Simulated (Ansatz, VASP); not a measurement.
# Cross-check of HfSi53N72 (Hf_Si) between VASP and Ansatz

One calculation is typed for both programs; each brings its own data sets. How far apart do they land? Of the first pair: The structure shown is the start of the Ansatz relaxation below; VASP solves that cell, so the two are compared at the walk's first step.

Program: Ansatz 0.2.0. Level of theory: plane waves, with VASP 6.6.1 beside it; PBEsol. Results are calculated unless marked as measured.

### 1. Starting point

The cell holds 126 atoms: 53 Si, 72 N and 1 Hf. Cell: a = 13.206 Å, b = 13.206 Å, c = 8.731 Å, α = 90.0°, β = 90.0°, γ = 120.0°. It derives from Si3N4 (Si3N4 (P6_3/m)). Nearest the centre at fractional (0.353, 0.473, 0.583): Hf126 at 0.05 Å, N112 at 1.69 Å, N79 at 1.72 Å, N88 at 1.74 Å, N84 at 1.76 Å, Si37 at 2.87 Å, Si2 at 2.93 Å, Si27 at 3.01 Å. The cell carries charge −1.

### 2. Ansatz: relaxation, PBEsol

Ansatz runs on its PAW soft_1 files.

The two programs are compared at the cell with which this relaxation starts, whose forces are those of its first step.

input.yaml reads:

```yaml
crystal:
  lattice:
    - [11.43668588, 6.60297367, 0.0]
    - [-11.43668588, 6.60297367, 0.0]
    - [0.0, 0.0, 2.91025578]
  atoms:
    - { symbol: Si, position: [0.01950046, 0.80655545, 0.75] }
    - { symbol: Si, position: [0.3528338, 0.47322211, 0.75] }
    - { symbol: Si, position: [0.68616713, 0.13988878, 0.75] }
    - { symbol: Si, position: [0.21294502, 0.01950046, 0.25] }
    - { symbol: Si, position: [0.54627835, 0.68616713, 0.25] }
    - { symbol: Si, position: [0.87961168, 0.3528338, 0.25] }
    - { symbol: Si, position: [0.13988878, 0.45372165, 0.25] }
    - { symbol: Si, position: [0.47322211, 0.12038832, 0.25] }
    - { symbol: Si, position: [0.80655545, 0.78705498, 0.25] }
    - { symbol: Si, position: [0.19344455, 0.21294502, 0.75] }
    - { symbol: Si, position: [0.52677789, 0.87961168, 0.75] }
    - { symbol: Si, position: [0.86011122, 0.54627835, 0.75] }
    - { symbol: Si, position: [0.12038832, 0.6471662, 0.75] }
    - { symbol: Si, position: [0.45372165, 0.31383287, 0.75] }
    - { symbol: Si, position: [0.78705498, 0.98049954, 0.75] }
    - { symbol: Si, position: [0.31383287, 0.86011122, 0.25] }
    - { symbol: Si, position: [0.6471662, 0.52677789, 0.25] }
    - { symbol: Si, position: [0.98049954, 0.19344455, 0.25] }
    - { symbol: "N", position: [0.0, 0.66666667, 0.75] }
    - { symbol: "N", position: [0.33333333, 0.33333333, 0.75] }
    - { symbol: "N", position: [0.66666667, 0.0, 0.75] }
    - { symbol: "N", position: [0.0, 0.33333333, 0.25] }
    - { symbol: "N", position: [0.33333333, 0.0, 0.25] }
    - { symbol: "N", position: [0.66666667, 0.66666667, 0.25] }
    - { symbol: "N", position: [0.21345843, 0.45653274, 0.75] }
    - { symbol: "N", position: [0.54679176, 0.12319941, 0.75] }
    - { symbol: "N", position: [0.8801251, 0.78986608, 0.75] }
    - { symbol: "N", position: [0.09025902, 0.8801251, 0.25] }
    - { symbol: "N", position: [0.42359235, 0.54679176, 0.25] }
    - { symbol: "N", position: [0.75692569, 0.21345843, 0.25] }
    - { symbol: "N", position: [0.12319941, 0.57640765, 0.25] }
    - { symbol: "N", position: [0.45653274, 0.24307431, 0.25] }
    - { symbol: "N", position: [0.78986608, 0.90974098, 0.25] }
    - { symbol: "N", position: [0.21013392, 0.09025902, 0.75] }
    - { symbol: "N", position: [0.54346726, 0.75692569, 0.75] }
    - { symbol: "N", position: [0.87680059, 0.42359235, 0.75] }
    - { symbol: "N", position: [0.1198749, 0.21013392, 0.25] }
    - { symbol: "N", position: [0.45320824, 0.87680059, 0.25] }
    - { symbol: "N", position: [0.78654157, 0.54346726, 0.25] }
    - { symbol: "N", position: [0.24307431, 0.78654157, 0.75] }
    - { symbol: "N", position: [0.57640765, 0.45320824, 0.75] }
    - { symbol: "N", position: [0.90974098, 0.1198749, 0.75] }
  supercell: [1, 1, 3]
  defects: [{ substitution: { at: 43, symbol: Hf } }]
total_charge: -1
basis:
  ecutwfc: 420
  xc_grid: 2
hamiltonian:
  xc: pbesol
  pseudopotentials: { kind: paw, azcp: { folder: soft_1 }, xc_functional: pbe }
kpoints:
  mp_grid: { grid: [1, 1, 1], shift: [0.25, 0.25, 0.25] }
magnetization:
  spin_polarized: true
  initial_magnetization: 1
  spin_locking: { lock_magnetization: hard }
scf:
  occupations: { method: fixed }
  max_iter: 60
output:
  forces: true
  charged_corrections: { epsilon: [4.29, 4.29, 4.37], static_epsilon: [8.29, 8.29, 8.25] }
relax:
  f_tol: 0.02
  max_steps: 80
  random_displacement: { amplitude: 0.05, seed: 5679 }
checkpoint:
  write: "../qm1_M1.relax.run"
  compress: false
  write_wavefunctions: true
  write_every: 100000
```

Started as:

```
> ansatz run input.yaml --threads 4 --pin off --max-ram 15073MiB --backend cpu --events-out ev --progress --plain --runs-dir out
```

Numbers of over 12 decimals in the logs are rounded to 6 here.

Log:

```text
Engine: ansatz 0.2.0, aarch64-unknown-linux-gnu
Pseudopotentials: kind: paw
Pseudopotential: Si, paw, valence charge 4, recommended cutoff 420 eV (normal), soft_1/Si.paw.azcp
Pseudopotential: N, paw, valence charge 5, recommended cutoff 420 eV (normal), soft_1/N.paw.azcp
Pseudopotential: Hf, paw, valence charge 26, recommended cutoff 420 eV (normal), soft_1/Hf.paw.azcp
Functional definition: PBEsol
  exchange = pbesol_x
  correlation = pbesol_c
Crystal: 126 atoms, lattice volume = 1318.628 Å³
Basis set: ecut = 420 eV, 25805 PW (Γ), exchange–correlation on 180×180×120 points (8 copies of the dense FFT grid, shifted against one another)
Bands: 426, of which v1, the nominal top of the filled ones, is band 300 counted from 1 (299 counted from 0)
Symmetry: 1 space group operations
k-points: 1
Non-local potential: Si, projectors of the file, l = 0: 2, l = 1: 2, l = 2: 1
Non-local potential: N, projectors of the file, l = 0: 2, l = 1: 2, l = 2: 1
Non-local potential: Hf, projectors of the file, l = 0: 3, l = 1: 2, l = 2: 2, l = 3: 3
PAW form: soft (Blöchl's): semilocal exchange-correlation on the pseudo side does not see the compensation charge
PAW frozen core: Si, regenerated for the run's functional, and the local potential with it (the file was generated under x = pbe(κ = 0.804, μ = 0.219515), c = pbe(β = 0.066725))
PAW frozen core: N, regenerated for the run's functional, and the local potential with it (the file was generated under x = pbe(κ = 0.804, μ = 0.219515), c = pbe(β = 0.066725))
PAW frozen core: Hf, regenerated for the run's functional, and the local potential with it (the file was generated under x = pbe(κ = 0.804, μ = 0.219515), c = pbe(β = 0.066725))
PAW one-centre angular grid: Si, 110 points (default); XC on 64 Gauss nodes
PAW one-centre angular grid: N, 110 points (default); XC on 64 Gauss nodes
PAW one-centre angular grid: Hf, 590 points (default); XC on 64 Gauss nodes
Initial density: superposition of atomic densities (chi_scale 0.1, normalization cell, long waves kept (reshape's long-wave potential 0.78 eV rms))
Starting moments: Σ|m| = 1 μB on 126 of 126 sites
Initial wavefunctions: pseudopotential atomic-orbital guess
Functional: x = pbesol(κ = 0.804, μ = 0.123457), c = pbesol(β = 0.046)
SCF iter   1: F=—  HF=-76038.721313 eV  |F-HF|=—  |Δ(HF+E_count)|=         —  Δρ=7.64e-2 (↑7.64e-2 ↓7.61e-2)  dr2=4.86e2  dr2_m=6.78e-2  M=1.000 μB ∫|m|=1.012 μB  β_m=0.30  ethr=3.10e-3  ⟨swp⟩=6.0  Hψ=3358  notcnv=0  defer=248
preconditioner: auto → Resta (q_TF=auto, 2.392 Å⁻¹)  ε∞=3.7  [insulator: Δε(μ)=0.060 eV  Ē_g=15.083 eV  n_scr=294 (ndim 8)  ℏωp=24.6 eV  f_vac=0.012  ε∞_Penn≈3.7]
spin=Collinear: Resta preconditioning applied to the charge; magnetization (m = ρ↑ − ρ↓) channel mixes plain (no charge-response kernel on spin).
SCF iter   2: F=—  HF=-75945.628277 eV  |F-HF|=—  |Δ(HF+E_count)|=    9.31e1  Δρ=3.96e-2 (↑3.94e-2 ↓3.96e-2)  dr2=9.52e1  dr2_m=9.95e-2  M=1.000 μB ∫|m|=1.058 μB  β_m=0.41  ethr=3.10e-3  ⟨swp⟩=4.0  Hψ=1938  notcnv=0  defer=247
SCF iter   3: F=—  HF=-75919.840874 eV  |F-HF|=—  |Δ(HF+E_count)|=    2.58e1  Δρ=1.67e-2 (↑1.65e-2 ↓1.67e-2)  dr2=1.07e1  dr2_m=1.05e-2  M=1.000 μB ∫|m|=1.077 μB  β_m=0.45  ethr=3.10e-3  ⟨swp⟩=4.5  Hψ=1784  notcnv=0  defer=246
SCF iter   4: F=—  HF=-75917.976741 eV  |F-HF|=—  |Δ(HF+E_count)|=    1.86e0  Δρ=8.94e-3 (↑8.94e-3 ↓8.79e-3)  dr2=2.14e0  dr2_m=2.47e-2  M=1.000 μB ∫|m|=1.084 μB  β_m=0.63  ethr=1.78e-3  ⟨swp⟩=4.0  Hψ=1363  notcnv=0  defer=248
SCF iter   5: F=—  HF=-75917.879250 eV  |F-HF|=—  |Δ(HF+E_count)|=   9.75e-2  Δρ=1.84e-3 (↑1.74e-3 ↓1.84e-3)  dr2=3.43e-1  dr2_m=1.38e-3  M=1.000 μB ∫|m|=1.098 μB  β_m=0.58  ethr=3.57e-4  ⟨swp⟩=4.0  Hψ=1355  notcnv=0  defer=248
SCF iter   6: F=—  HF=-75917.825637 eV  |F-HF|=—  |Δ(HF+E_count)|=   5.36e-2  Δρ=1.12e-3 (↑9.50e-4 ↓1.12e-3)  dr2=8.80e-2  dr2_m=3.84e-4  M=1.000 μB ∫|m|=1.098 μB  β_m=0.66  ethr=5.73e-5  ⟨swp⟩=4.0  Hψ=1347  notcnv=0  defer=249
SCF iter   7: F=—  HF=-75917.825177 eV  |F-HF|=—  |Δ(HF+E_count)|=   4.60e-4  Δρ=3.70e-4 (↑3.23e-4 ↓3.70e-4)  dr2=8.73e-3  dr2_m=1.37e-4  M=1.000 μB ∫|m|=1.098 μB  β_m=0.78  ethr=1.47e-5  ⟨swp⟩=4.0  Hψ=1352  notcnv=0  defer=249
SCF iter   8: F=—  HF=-75917.831092 eV  |F-HF|=—  |Δ(HF+E_count)|=   5.92e-3  Δρ=1.90e-4 (↑1.90e-4 ↓1.42e-4)  dr2=3.03e-3  dr2_m=6.09e-5  M=1.000 μB ∫|m|=1.099 μB  β_m=0.87  ethr=1.46e-6  ⟨swp⟩=2.5  Hψ=1456  notcnv=0  defer=249
SCF iter   9: F=—  HF=-75917.832820 eV  |F-HF|=—  |Δ(HF+E_count)|=   1.73e-3  Δρ=9.26e-5 (↑9.26e-5 ↓8.03e-5)  dr2=6.63e-4  dr2_m=3.87e-6  M=1.000 μB ∫|m|=1.099 μB  β_m=0.84  ethr=5.06e-7  ⟨swp⟩=3.0  Hψ=1212  notcnv=0  defer=249
SCF iter  10: F=—  HF=-75917.833125 eV  |F-HF|=—  |Δ(HF+E_count)|=   3.05e-4  Δρ=3.48e-5 (↑3.48e-5 ↓3.43e-5)  dr2=7.20e-5  dr2_m=3.11e-7  M=1.000 μB ∫|m|=1.099 μB  β_m=0.82  ethr=1.11e-7  ⟨swp⟩=2.5  Hψ=1196  notcnv=0  defer=249
[...]
- { symbol: N, position: [0.332807, 0.333725, 0.250008] }
    - { symbol: N, position: [0.668221, 0.00281748, 0.250155] }
    - { symbol: N, position: [-0.002501, 0.332192, 0.083211] }
    - { symbol: N, position: [0.333023, -0.000457373, 0.083222] }
    - { symbol: N, position: [0.666258, 0.667118, 0.083265] }
    - { symbol: N, position: [0.209076, 0.453005, 0.248793] }
    - { symbol: N, position: [0.546074, 0.120970, 0.248666] }
    - { symbol: N, position: [0.881350, 0.791403, 0.249132] }
    - { symbol: N, position: [0.091068, 0.879138, 0.083283] }
    - { symbol: N, position: [0.421842, 0.550104, 0.083243] }
    - { symbol: N, position: [0.755735, 0.215207, 0.083249] }
    - { symbol: N, position: [0.121142, 0.575488, 0.083249] }
    - { symbol: N, position: [0.456413, 0.243132, 0.083269] }
    - { symbol: N, position: [0.792382, 0.911645, 0.083278] }
    - { symbol: N, position: [0.209869, 0.089315, 0.250555] }
    - { symbol: N, position: [0.553422, 0.765873, 0.248646] }
    - { symbol: N, position: [0.875831, 0.423755, 0.249886] }
    - { symbol: N, position: [0.119040, 0.208686, 0.083298] }
    - { symbol: N, position: [0.453564, 0.877623, 0.083289] }
    - { symbol: N, position: [0.785311, 0.543443, 0.083213] }
    - { symbol: N, position: [0.242612, 0.785373, 0.249481] }
    - { symbol: N, position: [0.576477, 0.453467, 0.249735] }
    - { symbol: N, position: [0.908920, 0.120407, 0.249705] }
    - { symbol: Si, position: [0.020252, 0.805534, 0.583282] }
    - { symbol: Hf, position: [0.377789, 0.480073, 0.583174] }
    - { symbol: Si, position: [0.686547, 0.141510, 0.583242] }
    - { symbol: Si, position: [0.210984, 0.015635, 0.415743] }
    - { symbol: Si, position: [0.550517, 0.689939, 0.417566] }
    - { symbol: Si, position: [0.879582, 0.353401, 0.416392] }
    - { symbol: Si, position: [0.139013, 0.453408, 0.418137] }
    - { symbol: Si, position: [0.473164, 0.117715, 0.415318] }
    - { symbol: Si, position: [0.809296, 0.789532, 0.416744] }
    - { symbol: Si, position: [0.187905, 0.202842, 0.583320] }
    - { symbol: Si, position: [0.527780, 0.883070, 0.583306] }
    - { symbol: Si, position: [0.858795, 0.545542, 0.583234] }
    - { symbol: Si, position: [0.119499, 0.645715, 0.583253] }
    - { symbol: Si, position: [0.453813, 0.306048, 0.583251] }
    - { symbol: Si, position: [0.787348, 0.981599, 0.583284] }
    - { symbol: Si, position: [0.313687, 0.858781, 0.416235] }
    - { symbol: Si, position: [0.645423, 0.528840, 0.416428] }
    - { symbol: Si, position: [0.979813, 0.193573, 0.416235] }
    - { symbol: N, position: [-0.00112872, 0.665273, 0.583283] }
[...]
- { symbol: Si, position: [0.018924, 0.805078, 0.917788] }
    - { symbol: Si, position: [0.350167, 0.474029, 0.924507] }
    - { symbol: Si, position: [0.686511, 0.141299, 0.916805] }
    - { symbol: Si, position: [0.210984, 0.015638, 0.750794] }
    - { symbol: Si, position: [0.550483, 0.689923, 0.749075] }
    - { symbol: Si, position: [0.879582, 0.353394, 0.750062] }
    - { symbol: Si, position: [0.139009, 0.453411, 0.748327] }
[...]
- { symbol: Si, position: [0.528858, 0.881812, 0.917276] }
    - { symbol: Si, position: [0.857902, 0.545366, 0.916212] }
    - { symbol: Si, position: [0.118910, 0.646352, 0.916870] }
    - { symbol: Si, position: [0.453940, 0.314328, 0.916381] }
    - { symbol: Si, position: [0.786802, 0.980731, 0.916808] }
    - { symbol: Si, position: [0.313674, 0.858788, 0.750281] }
    - { symbol: Si, position: [0.645389, 0.528827, 0.750007] }
    - { symbol: Si, position: [0.979809, 0.193573, 0.750322] }
[...]
- { symbol: N, position: [0.553345, 0.765815, 0.917942] }
    - { symbol: N, position: [0.875841, 0.423762, 0.916553] }
    - { symbol: N, position: [0.117194, 0.206178, 0.750089] }
    - { symbol: N, position: [0.454015, 0.878791, 0.750843] }
    - { symbol: N, position: [0.783591, 0.541166, 0.748753] }
    - { symbol: N, position: [0.242604, 0.785370, 0.917031] }
    - { symbol: N, position: [0.576469, 0.453438, 0.916709] }
    - { symbol: N, position: [0.908912, 0.120416, 0.916855] }
```

Reading the cycles: dr2 is the Hartree energy of the density residual (eV), the measure of convergence; HF is the Harris–Foulkes estimate of the energy, which meets the free energy F at convergence.

### 3. VASP: single point, PBEsol, start cell, pair 1

The same cell, functional and mesh now go to VASP, with its own data sets.

Lines of VASP's logs that name or quote its potential files are left out, and so is its time.

INCAR reads:

```
SYSTEM = HfSi53N72
PREC = Accurate
ENCUT = 520
EDIFF = 1E-06
NELM = 200
ISMEAR = 0
SIGMA = 0.01
LREAL = Auto
ALGO = Normal
GGA = PS
NELECT = 583
NBANDS = 384
ISPIN = 2
MAGMOM = 0 0.01 0 0 0 0 0 0 0 0 0 0 0 0 0 0 0 0 0 0 0 0.01 0 0 0 0 0 0.01 0 0 0 0 0 0 0 0 0.01 0 0 0.01 0 0 0 0 0 0 0 0 0 0 0 0 0 0 -0 0 0 0 -0 0 -0 0 0 0 -0 0 0 0 0 0 0 0 0 0 0 0 -0 -0 0 0 -0 -0 0 0 0 0 -0 0.01 0 0 0 -0 -0 0.02 0 0 0 -0 0 -0 -0 0 -0 0 -0 -0 0 0 0 0 -0 0.01 0 0 0 -0 0 0 0 0 0 -0 0 0 -0 0.12
LASPH = .TRUE.
LMAXMIX = 4
LORBIT = 11
LWAVE = .FALSE.
LCHARG = .FALSE.
ISIF = 2
ISYM = 0
NUPDOWN = 1
GGA_COMPAT = .FALSE.
NCORE = 4
```

POSCAR reads:

```
HfSi53N72
1.0
   11.4366858822      6.6029736727      0.0000000000
  -11.4366858822      6.6029736727      0.0000000000
    0.0000000000      0.0000000000      8.7307673276
Si N Hf
53 72 1
Direct
    0.0235288041      0.8092824825      0.2480532259
    0.3505471561      0.4749818056      0.2478682479
[... 7 atom lines left out ...]
    0.1959436821      0.2171859373      0.2487320895
[... 3 atom lines left out ...]
    0.4574266332      0.3174263730      0.2515193588
[... 7 atom lines left out ...]
    0.5492786153      0.6877822007      0.4125048653
[... 1 atom line left out ...]
    0.1373923724      0.4504564049      0.4202437039
[... 2 atom lines left out ...]
    0.1934789329      0.2119820204      0.5778019057
    0.5304632284      0.8831431954      0.5850557927
[... 1 atom line left out ...]
    0.1172805342      0.6433208628      0.5812810959
    0.4525844774      0.3117547810      0.5782969366
[... 2 atom lines left out ...]
    0.6465532467      0.5263080101      0.4223316075
    0.9779961279      0.1895622151      0.4191588050
[... 1 atom line left out ...]
    0.3506973415      0.4721337448      0.9116702692
[... 2 atom lines left out ...]
    0.5504804004      0.6881065463      0.7484384539
[... 1 atom line left out ...]
    0.1430932495      0.4533425679      0.7524891861
[... 2 atom lines left out ...]
    0.1959426977      0.2149806430      0.9212134167
[... 3 atom lines left out ...]
    0.4505899553      0.3114242900      0.9128793267
[... 2 atom lines left out ...]
    0.6430652700      0.5260394975      0.7499786393
    0.9812094033      0.1973414111      0.7482027358
[... 1 atom line left out ...]
    0.3333531747      0.3296273576      0.2489019485
[... 4 atom lines left out ...]
    0.2163832000      0.4552075437      0.2505834731
[... 3 atom lines left out ...]
    0.4277384261      0.5498739831      0.0823479739
[... 5 atom lines left out ...]
    0.5413935986      0.7591716355      0.2508734820
[... 5 atom lines left out ...]
    0.5784116794      0.4514726329      0.2470403710
[... 2 atom lines left out ...]
    0.3330056240      0.3345788945      0.5886313089
[... 1 atom line left out ...]
    0.9962169960      0.3304362828      0.4142322048
[... 1 atom line left out ...]
    0.6637322449      0.6675659604      0.4189488578
    0.2121855337      0.4566400923      0.5779713066
[... 3 atom lines left out ...]
    0.4255323393      0.5507312837      0.4191495275
[... 1 atom line left out ...]
    0.1238961583      0.5798478259      0.4198436246
    0.4586596767      0.2419420869      0.4204089815
[... 1 atom line left out ...]
    0.2128480834      0.0887634478      0.5820931665
    0.5422127117      0.7545566569      0.5881453264
[... 1 atom line left out ...]
    0.1190232873      0.2102565354      0.4111110588
[... 3 atom lines left out ...]
    0.5794624877      0.4534295604      0.5869224099
[... 2 atom lines left out ...]
    0.3317581781      0.3300828676      0.9204957249
[... 1 atom line left out ...]
    0.9988789014      0.3303541241      0.7458458983
[... 1 atom line left out ...]
    0.6661659022      0.6685942281      0.7453616338
    0.2126804992      0.4563579097      0.9222928178
[... 3 atom lines left out ...]
    0.4211099280      0.5438322808      0.7460670701
[... 1 atom line left out ...]
    0.1210531061      0.5725421173      0.7473441629
    0.4576639685      0.2414819359      0.7544662173
[... 2 atom lines left out ...]
    0.5457912309      0.7593857132      0.9122310447
[... 1 atom line left out ...]
    0.1220631227      0.2145043256      0.7501515908
[... 3 atom lines left out ...]
    0.5746543979      0.4526117001      0.9114376436
[... 1 atom line left out ...]
    0.3552003248      0.4752970044      0.5787107605
```

KPOINTS reads:

```
Points of the shifted mesh
1
Reciprocal
 0.2500000000  0.2500000000  0.2500000000 1
```

Potentials, in the order of the species: Si, N and Hf_pv (PBE family, release 64).

Started as:

```
> mpirun -np 16 vasp_std
```

Log:

```text
[banner, memory and clock lines left out]
running   16 mpi-ranks, on    1 nodes
[...]
|                                                                             |
|               ----> ADVICE to this user running VASP <----                  |
|                                                                             |
|     You enforced a specific xc type in the INCAR file but a different       |
|     [... a line on the potential file left out ...]
|     I HOPE YOU KNOW WHAT YOU ARE DOING!                                     |
|                                                                             |

 LDA part: xc-table for (Slater+PW92), standard interpolation
 POSCAR, INCAR and KPOINTS ok, starting setup
[...]
entering main loop
       N       E                     dE             d eps       ncg     rms          rms(c)
DAV:   1     0.282531373319E+04    0.28253E+04   -0.28940E+05  1552   0.141E+03
DAV:   2    -0.938046091702E+03   -0.37634E+04   -0.36245E+04  1880   0.306E+02
DAV:   3    -0.120743275401E+04   -0.26939E+03   -0.26697E+03  1856   0.837E+01
DAV:   4    -0.121372949999E+04   -0.62967E+01   -0.62616E+01  1928   0.130E+01
DAV:   5    -0.121389108374E+04   -0.16158E+00   -0.16120E+00  1872   0.202E+00BRMIX: very serious problems
 the old and the new charge density differ
 old charge density:   582.00000 new  583.00000
    0.181E+02
DAV:   6    -0.106907016470E+04    0.14482E+03   -0.53928E+02  1784   0.320E+01    0.984E+01
DAV:   7    -0.106711230928E+04    0.19579E+01   -0.39813E+01  1944   0.920E+00    0.314E+01
DAV:   8    -0.106611623057E+04    0.99608E+00   -0.54376E+00  1800   0.398E+00    0.786E+00
DAV:   9    -0.106613050249E+04   -0.14272E-01   -0.51008E-01  1776   0.136E+00    0.407E+00
[...]
DAV:  18    -0.106614043014E+04   -0.47657E-05   -0.53527E-06  1616   0.368E-03    0.796E-03
DAV:  19    -0.106614043553E+04   -0.53929E-05   -0.40239E-06  1480   0.312E-03    0.555E-03
DAV:  20    -0.106614043644E+04   -0.91284E-06   -0.10596E-06  1312   0.173E-03
   1 F= -.10661404E+04 E0= -.10661404E+04  d E =-.196546E-09  mag=     1.0000
```

From OUTCAR (step 3):

```text
 magnetization (x)
# of ion       s       p       d       tot
------------------------------------------
    1        0.001   0.001   0.000   0.003
    2        0.012   0.008   0.000   0.020
    3        0.003   0.001   0.000   0.004
    4        0.000   0.002   0.000   0.002
    5        0.002   0.004   0.000   0.006
    6        0.000   0.002   0.000   0.003
[...]
124       -0.000  -0.001   0.000  -0.001
  125       -0.000  -0.000   0.000  -0.000
  126        0.000   0.012   0.040   0.052
--------------------------------------------------
tot          0.164   0.119   0.040   0.323
```

The cell is charged against a uniform background.

The run ends at a pressure of 6.95 GPa, with forces up to 15 eV/Å.

(Continued in part 2 of 2.)

[Lines on the potential files, build, host, timing and source positions are cut from VASP's logs without a mark.]

[Logs are printed without paths, hosts, clocks, repeated set-up lines and the standing remarks that a program may print on its own settings, such as how far it seeks lower states.]

[Hosts, paths, dates, database ids (printed as entryN), source tags and the programs' standing remarks are cut or masked in the printed files.]
